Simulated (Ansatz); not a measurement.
Set up this calculation in Ansatz 0.2.0, as the native input.

| Item | Value |
| --- | --- |
| Task | single point |
| Functional | PBE |
| Potentials or basis | Ansatz PAW |
| Cutoff | 420 eV (not typed: the program's choice for these potentials) |
| k mesh | 12 × 12 × 4 |
| Occupations | gaussian, width 0.011 eV |
| Spin | no spin polarisation |

Crystal: C.

```
C
1.0
     2.52210    0.00000    0.00000
    -1.26105    2.18420    0.00000
     0.00000    0.00000    8.23710
C
8
Direct
  0.66667 0.33333 0.84375
  0.33333 0.66667 0.34375
  0.66667 0.33333 0.65625
  0.33333 0.66667 0.15625
  0.00000 0.00000 0.90625
  0.00000 0.00000 0.40625
  0.00000 0.00000 0.59375
  0.00000 0.00000 0.09375
```

This is a hexagonal form of diamond, not graphite.

The input as run:

input.yaml

```yaml
crystal:
  lattice:
    - [2.5221, 0.0, 0.0]
    - [-1.26105, 2.1842026709, 0.0]
    - [0.0, 0.0, 8.2371]
  atoms:
    - { symbol: C, position: [0.6666666667, 0.3333333333, 0.84375] }
    - { symbol: C, position: [0.3333333333, 0.6666666667, 0.34375] }
    - { symbol: C, position: [0.6666666667, 0.3333333333, 0.65625] }
    - { symbol: C, position: [0.3333333333, 0.6666666667, 0.15625] }
    - { symbol: C, position: [0.0, 0.0, 0.90625] }
    - { symbol: C, position: [0.0, 0.0, 0.40625] }
    - { symbol: C, position: [0.0, 0.0, 0.59375] }
    - { symbol: C, position: [0.0, 0.0, 0.09375] }
hamiltonian:
  xc: pbe
  pseudopotentials: { kind: paw }
kpoints:
  mp_grid: { grid: [12, 12, 4] }
scf:
  occupations: { method: gaussian, width: 0.011 }
output:
  forces: true
  stress: true
  eigenvalues: true
```

Potentials or basis: Ansatz PAW.

Command:

```console
$ ansatz run input.yaml --threads 4 --pin off --max-ram 11264MiB --backend cpu --events-out ev --progress --plain --runs-dir out
```

It gave:

The pressure is 2.3 GPa, the largest force is 0.329 eV/Å and the band gap on the k mesh is 4.42 eV, indirect (least direct gap 5.19 eV).

Caveat: the pressure holds a Pulay correction of +1.0 GPa for the finite cutoff.

It took 0.9 s on 4 threads of Arm Neoverse V1 (shared host), peak memory 0.34 GiB.
